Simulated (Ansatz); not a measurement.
The system is HfO2.

```
CELL_PARAMETERS angstrom
3.55802 0.00000 0.00000
0.00000 3.55802 0.00000
0.00000 0.00000 5.17186
ATOMIC_POSITIONS crystal
Hf 0.00000 0.00000 0.00000
Hf 0.50000 0.50000 0.50000
O 0.00000 0.50000 0.19721
O 0.50000 0.00000 0.30279
O 0.50000 0.00000 0.80279
O 0.00000 0.50000 0.69721
```

Measurements of this composition are mostly on another form, of space group No. 14.

| Property | Result |
| --- | --- |
| Program | Ansatz 0.2.0 |
| Task | relaxation of cell and atoms |
| Functional | PBE |
| Dispersion | D3(BJ) |
| Potentials or basis | Ansatz PAW |
| Cutoff | 420 eV (not typed: the program's choice for these potentials) |
| k mesh | 8 × 8 × 5 |
| Occupations | fermi-dirac, width 0.05 eV |
| Spin | no spin polarisation |

At the start: volume 10.91 Å³/atom.

**Question.** How do energy, volume and symmetry change on relaxing?

**Answer.** It ends after 8 steps and the volume is 11.18 Å³/atom (+2.5 %); space group P4_2/nmc (No. 137, to 0.05 Å).

Step by step:
```tsv
step	energy change (eV)	largest force (eV/Å)	volume (Å³)
1	0.0000	0.1378	65.47
2	-0.0197	0.0022	67.39
3	-0.0224	0.0114	67.07
4	-0.0226	0.0002	67.05
5	-0.0228	0.0001	67.01
6	-0.0314	0.0009	67.01
7	-0.0311	0.0001	67.08
8	-0.0316	0.0001	67.08
```

Final structure:
```
Hf O
1.0
     3.58737    0.00000    0.00000
     0.00000    3.58737    0.00000
     0.00000    0.00000    5.21223
Hf O
2 4
Cartesian
  0.0000 0.0000 0.0000
  1.7937 1.7937 2.6061
  0.0000 1.7937 1.0291
  1.7937 0.0000 1.5771
  1.7937 0.0000 4.1832
  0.0000 1.7937 3.6352
```

Caveat: the plane-wave basis is chosen anew once the cell has moved, so the energies of steps on either side of that aren't comparable; the pressure holds a Pulay correction of +0.8 GPa for the finite cutoff.
